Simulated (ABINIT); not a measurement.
# C (Fd-3m) in ABINIT: settings compared

The runs below take C through band structure, equation of state, with r2SCAN, PBEsol.

Program: ABINIT 10.8.3 (patched build). These are calculated values, not measurements. Logs are shortened: lines on timing, memory, paths and dates and some standing lists are left out, and cuts for length are marked. The log counts tension as positive stress, the text compression.

**Measured values to compare with.**

From “Equation of state of cubic boron nitride at high pressures and temperatures”, 2007, arxiv:cond-mat/0702656, for a bulk crystal of C: bulk modulus 442 ± 5 GPa.

The results are compared with them further down.

## 1. The crystal as given

The structure is cubic, space group Fd-3m (No. 227). The conventional cell has a = 3.567 Å, b = 3.567 Å, c = 3.567 Å, α = 90.00°, β = 90.00°, γ = 90.00°. Around C (site symmetry -43m) lie 4 C at 1.54 Å.

This isn't the form of C at room conditions, which is graphite.

## 2. Band structure, r2SCAN

Input file run.abi:

```
ndtset 2

pp_dirpath "./"
pseudos "C.upf"

acell 2.5220660407 2.5220660407 2.5220660407 Angstrom
rprim
     0.0000000000     0.7071067812     0.7071067812
     0.7071067812     0.0000000000     0.7071067812
     0.7071067812     0.7071067812     0.0000000000
ntypat 1
znucl 6
natom 2
typat 1 1
xcart
     2.6750550000     2.6750550000     2.6750550000
     1.7833700000     1.7833700000     1.7833700000 Angstrom

ecut 49.0

ixc -497498
usekden 1
nc_xccc_gspace 1
boxcutmin 3.0

occopt 3
tsmear 0.05 eV

nstep 100

iomode 3
prtwf 0
prteig 0
prtebands 0
prtden1 1
prtkden1 1

kptopt1 1
ngkpt1 13 13 13
nshiftk1 1
shiftk1 0.0 0.0 0.0
nband1 8
tolvrs1 1.0e-9

iscf2 -2
getden2 1
getkden2 1
nband2 12
nbdbuf2 2
tolwfr2 1.0e-12
kptopt2 -9
ndivsm2 8
prteig2 1
kptbounds2
     0.0000000000     0.0000000000     0.0000000000
     0.5000000000     0.0000000000     0.5000000000
     0.5000000000     0.2500000000     0.7500000000
     0.3750000000     0.3750000000     0.7500000000
     0.0000000000     0.0000000000     0.0000000000
     0.5000000000     0.5000000000     0.5000000000
     0.6250000000     0.2500000000     0.6250000000
     0.5000000000     0.2500000000     0.7500000000
     0.5000000000     0.5000000000     0.5000000000
     0.3750000000     0.3750000000     0.7500000000
```

Potentials or basis: PseudoDojo NC SR PBE v0.5 stringent.

Command:

```bash
abinit run.abi > log 2>&1
```

run.abo:

```text
.Version 10.8.3 of ABINIT
 DATASET    1 : space group Fd -3 m (#227); Bravais cF (face-center cubic)
================================================================================
 Values of the parameters that define the memory need for DATASET  1.
     intxc =       0    ionmov =       0      iscf =       7    lmnmax =       4
     lnmax =       4     mgfft =      48  mpssoang =       2    mqgrid =    3001
     natom =       2  nloc_mem =       1    nspden =       1   nspinor =       1
    nsppol =       1      nsym =      48    n1xccc =    2501    ntypat =       1
    occopt =       3   xclevel =       2
       mpw =        1279          nfft =      110592          nkpt =          84
================================================================================
================================================================================

 DATASET    2 : space group Fd -3 m (#227); Bravais cF (face-center cubic)
================================================================================
 Values of the parameters that define the memory need for DATASET  2.
     intxc =       0    ionmov =       0      iscf =      -2    lmnmax =       4
     lnmax =       4     mgfft =      48  mpssoang =       2    mqgrid =    3001
     natom =       2  nloc_mem =       1    nspden =       1   nspinor =       1
    nsppol =       1      nsym =      48    n1xccc =    2501    ntypat =       1
    occopt =       3   xclevel =       2
       mpw =        1283          nfft =      110592          nkpt =         139
================================================================================
================================================================================

--------------------------------------------------------------------------------
------------- Echo of variables that govern the present computation ------------
--------------------------------------------------------------------------------
 -outvars: echo values of preprocessed input variables --------
            acell      4.7660140884E+00  4.7660140884E+00  4.7660140884E+00 Bohr
              amu      1.20110000E+01
        boxcutmin      3.00000000E+00
             ecut      4.90000000E+01 Hartree
           getden1          0
           getden2          1
          getkden1          0
          getkden2          1
             iscf1          7
             iscf2         -2
                       outvar_i_n : Printing only first  50 k-points.
              ixc     -497498
           jdtset        1    2
                       outvar_i_n : Printing only first  50 k-points.
           kptopt1          1
           kptopt2         -9
         kptrlatt       13    0    0      0   13    0      0    0   13
          kptrlen1     6.19581832E+01
          kptrlen2     3.00000000E+01
            natom           2
            nband1          8
            nband2         12
           nbdbuf1          0
[... 968 lines left out ...]
force_length_stats: {min: null, max: null, mean: null, }
...

 Integrated electronic density in atomic spheres:
 ------------------------------------------------
 Atom  Sphere_radius  Integrated_density
    1        2.00000          4.71740906
    2        2.00000          4.71740906
================================================================================

 ----iterations are completed or convergence reached----

 Mean square residual over all n,k,spin=   38.600E-14; max=  99.915E-14
 reduced coordinates (array xred) for    2 atoms
       0.749999999995      0.749999999995      0.749999999995
       0.499999999995      0.499999999995      0.499999999995

 cartesian coordinates (angstrom) at end:
    1      2.67505500000330     2.67505500000330     2.67505500000330
    2      1.78336999999670     1.78336999999670     1.78336999999670
 length scales=  4.766014088376  4.766014088376  4.766014088376 bohr
              =  2.522066040700  2.522066040700  2.522066040700 angstroms
 Eigenvalues (hartree) for nkpt= 139  k points:
 kpt#   1, nband= 12, wtk=  1.00000, kpt=  0.0000  0.0000  0.0000 (reduced coord)
  -0.46205    0.38306    0.38306    0.38306    0.59783    0.59783    0.59783    0.86431
   1.11859    1.39902    1.39902    1.44248
 kpt#   2, nband= 12, wtk=  1.00000, kpt=  0.0217  0.0000  0.0217 (reduced coord)
  -0.46138    0.38009    0.38009    0.38120    0.59722    0.60140    0.60140    0.86514
   1.11994    1.36750    1.39987    1.44405
 kpt#   3, nband= 12, wtk=  1.00000, kpt=  0.0435  0.0000  0.0435 (reduced coord)
  -0.45936    0.37175    0.37175    0.37571    0.59544    0.61157    0.61157    0.86743
   1.12392    1.32147    1.40243    1.44874
 kpt#   4, nband= 12, wtk=  1.00000, kpt=  0.0652  0.0000  0.0652 (reduced coord)
  -0.45600    0.35936    0.35936    0.36679    0.59257    0.62698    0.62698    0.87052
   1.13041    1.27610    1.40670    1.45656
 kpt#   5, nband= 12, wtk=  1.00000, kpt=  0.0870  0.0000  0.0870 (reduced coord)
  -0.45130    0.34434    0.34434    0.35475    0.58875    0.64621    0.64621    0.87333
   1.13919    1.23412    1.41268    1.46747
 kpt#   6, nband= 12, wtk=  1.00000, kpt=  0.1087  0.0000  0.1087 (reduced coord)
  -0.44527    0.32781    0.32781    0.33993    0.58418    0.66811    0.66811    0.87435
[... 386 lines left out ...]
  -0.18433   -0.08605    0.07046    0.20051    0.62473    0.87306    0.89189    0.91908
   1.09325    1.33733    1.34027    1.60970
 kpt# 136, nband= 12, wtk=  1.00000, kpt=  0.4018  0.4018  0.6964 (reduced coord)
  -0.17231   -0.07940    0.04775    0.19225    0.61615    0.87212    0.89451    0.93929
   1.08849    1.34099    1.34118    1.64563
 kpt# 137, nband= 12, wtk=  1.00000, kpt=  0.3929  0.3929  0.7143 (reduced coord)
  -0.15974   -0.07623    0.03042    0.18479    0.60855    0.84679    0.91392    0.96095
   1.08845    1.34043    1.34911    1.67475
 kpt# 138, nband= 12, wtk=  1.00000, kpt=  0.3839  0.3839  0.7321 (reduced coord)
  -0.14744   -0.07878    0.02163    0.17824    0.60199    0.82090    0.93063    0.97758
   1.09465    1.33837    1.36152    1.69329
 kpt# 139, nband= 12, wtk=  1.00000, kpt=  0.3750  0.3750  0.7500 (reduced coord)
  -0.13815   -0.08528    0.02240    0.17271    0.59647    0.79550    0.94415    0.98720
   1.10797    1.33468    1.37854    1.70029

== END DATASET(S) ==============================================================
================================================================================

 -outvars: echo values of variables after computation  --------
            acell      4.7660140884E+00  4.7660140884E+00  4.7660140884E+00 Bohr
           etotal1    -1.2108682723E+01
            fcart1     1.9974633533E-29 -9.9873167666E-30 -9.9873167666E-30
                      -1.9974633533E-29  9.9873167666E-30  9.9873167666E-30
            rprim      0.0000000000E+00  7.0710678120E-01  7.0710678120E-01
                       7.0710678120E-01  0.0000000000E+00  7.0710678120E-01
                       7.0710678120E-01  7.0710678120E-01  0.0000000000E+00
           strten1    -1.2329430925E-04 -1.2329430925E-04 -1.2329430925E-04
                       0.0000000000E+00  0.0000000000E+00  0.0000000000E+00
           xangst      2.6750550000E+00  2.6750550000E+00  2.6750550000E+00
                       1.7833700000E+00  1.7833700000E+00  1.7833700000E+00
             xred      7.5000000000E-01  7.5000000000E-01  7.5000000000E-01
                       5.0000000000E-01  5.0000000000E-01  5.0000000000E-01
 Calculation completed.
```

Wall time 7.5 min (1 thread of Arm Neoverse V1, shared host); peak memory 0.12 GiB.

Results:

| Quantity | Value |
| --- | --- |
| Free energy | -329.4940 eV |
| Pressure | 3.6 GPa |
| Band gap on the k mesh | 4.17 eV, indirect (least direct gap 5.84 eV) |
| Band gap along the path | 4.16 eV, indirect (least direct gap 5.84 eV) |
| All electrons inside the program's atomic spheres | C 4.72 (radii [1.0584] Å) |

Levels at the corners of the path, in eV from the valence-band top:
| point | band 1 | band 2 | band 3 | band 4 | band 5 | band 6 | band 7 | band 8 | band 9 |
| --- | --- | --- | --- | --- | --- | --- | --- | --- | --- |
| Γ | -23.00 | 0.00 | 0.00 | 0.00 | 5.84 | 5.84 | 5.84 | 13.10 | 20.02 |
| X | -13.85 | -13.85 | -6.71 | -6.71 | 4.82 | 4.82 | 17.94 | 17.94 | 24.57 |
| W | -13.10 | -13.10 | -8.78 | -8.78 | 11.27 | 11.27 | 12.72 | 12.72 | 22.67 |
| K | -14.18 | -12.74 | -9.81 | -5.72 | 5.81 | 11.22 | 15.27 | 16.44 | 19.73 |
| Γ | -23.00 | 0.00 | 0.00 | 0.00 | 5.84 | 5.84 | 5.84 | 13.10 | 20.02 |
| L | -17.07 | -14.20 | -3.01 | -3.01 | 8.68 | 8.91 | 8.91 | 16.68 | 23.17 |
| U | -14.18 | -12.74 | -9.81 | -5.72 | 5.81 | 11.22 | 15.27 | 16.44 | 19.73 |
| W | -13.10 | -13.10 | -8.78 | -8.78 | 11.27 | 11.27 | 12.72 | 12.72 | 22.67 |
| L | -17.07 | -14.20 | -3.01 | -3.01 | 8.68 | 8.91 | 8.91 | 16.68 | 23.17 |
| K | -14.18 | -12.74 | -9.81 | -5.72 | 5.81 | 11.22 | 15.27 | 16.44 | 19.73 |

Caveat: a meta-GGA on potentials with a model core is unreliable; the potentials were made for another functional, which shifts forces and pressure. r2SCAN opens gaps a little over a GGA but as a rule still falls short of measured ones.

[end of part 1 of 2]
